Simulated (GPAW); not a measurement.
Al3Cu2:

```
Cu Al
1.0
     4.09195    0.00000    0.00000
    -2.04598    3.54373    0.00000
     0.00000    0.00000    4.99278
Cu Al
2 3
Direct
  0.66667 0.33333 0.16049
  0.33333 0.66667 0.83951
  0.66667 0.33333 0.65007
  0.33333 0.66667 0.34993
  0.00000 0.00000 0.00000
```

The cell comes from a database or a generator and needn't be the stable form of this composition.

* Program: GPAW 26.7.0
* Task: relaxation of cell and atoms
* Functional: PBEsol
* Dispersion: D3
* Potentials or basis: PAW data sets generated in the run's folder for this functional
* Cutoff: 600 eV
* Basis: pw
* k mesh: 6 × 6 × 4
* Occupations: fermi-dirac, width 0.05 eV
* Spin: no spin polarisation

At the start: pressure -2.4 GPa; volume 14.48 Å³/atom.

Q: Where does the relaxation end?

A: Over 6 steps the energy falls by 2.7 meV/atom and the volume is 14.17 Å³/atom (-2.1 %); space group P-3m1 (No. 164, to 0.05 Å).

The path:
```
step  energy change (eV)  largest force (eV/Å)  pressure (GPa)  volume (Å³)
   1              0.0000                0.0265           -2.38        72.40
   2             -0.0021                0.0227           -2.19        72.27
   3             -0.0132                0.0182            0.17        70.74
   4             -0.0133                0.0129            0.08        70.79
   5             -0.0135                0.0015           -0.01        70.85
   6             -0.0136                0.0132           -0.05        70.87
```

Final structure:
```xyz
5
Lattice="4.0545 0.0000 0.0000 -2.0273 3.5113 0.0000 0.0000 0.0000 4.9782" Properties=species:S:1:pos:R:3 pbc="T T T"
Cu    2.0273    1.1704    0.7993
Cu    0.0000    2.3409    4.1789
Al    2.0273    1.1704    3.2337
Al    0.0000    2.3409    1.7444
Al    0.0000    0.0000    0.0000
```

Caveat: with this Cu data set, volumes or pressures lay over 1.5 % or 2 GPa off other programs in two to four cells of ten; later steps reuse the first step's grids; pairwise dispersion overbinds metals, which lowers pressure and volume.
